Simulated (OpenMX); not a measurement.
SiO2 (Cristobalite):

```
CELL_PARAMETERS angstrom
4.98200 0.00000 0.00000
0.00000 4.98200 0.00000
0.00000 0.00000 6.96300
ATOMIC_POSITIONS crystal
Si 0.79897 0.20103 0.75000
Si 0.70103 0.70103 0.50000
Si 0.20103 0.79897 0.25000
Si 0.29897 0.29897 0.00000
O 0.10347 0.23989 0.82187
O 0.26011 0.60347 0.07187
O 0.89653 0.76011 0.32187
O 0.73989 0.39653 0.57187
O 0.60347 0.26011 0.92813
O 0.76011 0.89653 0.67813
O 0.39653 0.73989 0.42813
O 0.23989 0.10347 0.17813
```

Base run:

* Program: OpenMX 3.8.5
* Functional: PBE
* Potentials or basis: OpenMX 2013 PBE set, Si7.0-s2p1d1, O6.0-s2p2, grid cutoff 400 Ry
* k mesh: 7 × 7 × 5
* Occupations: fermi-dirac, width 0.05 eV
* Spin: no spin polarisation

Its results: band gap on the k mesh 6.22 eV, direct; pressure 11.2 GPa; largest force 0.551 eV/Å.

**Question.** The run is repeated on the same cell with these changes: potentials or basis from OpenMX 2013 PBE set, Si7.0-s2p1d1, O6.0-s2p2, grid cutoff 400 Ry to OpenMX 2013 PBE set, Si7.0-s2p2d1, O6.0-s2p2d1, grid cutoff 400 Ry. What comes out?

**Answer.** Band gap on the k mesh 6.20 eV, direct; pressure 10.2 GPa; largest force 0.858 eV/Å.

Caveats: the cell was measured hot, at 340 K; the basis of atomic orbitals isn't converged, which shifts pressures, moduli and gaps.
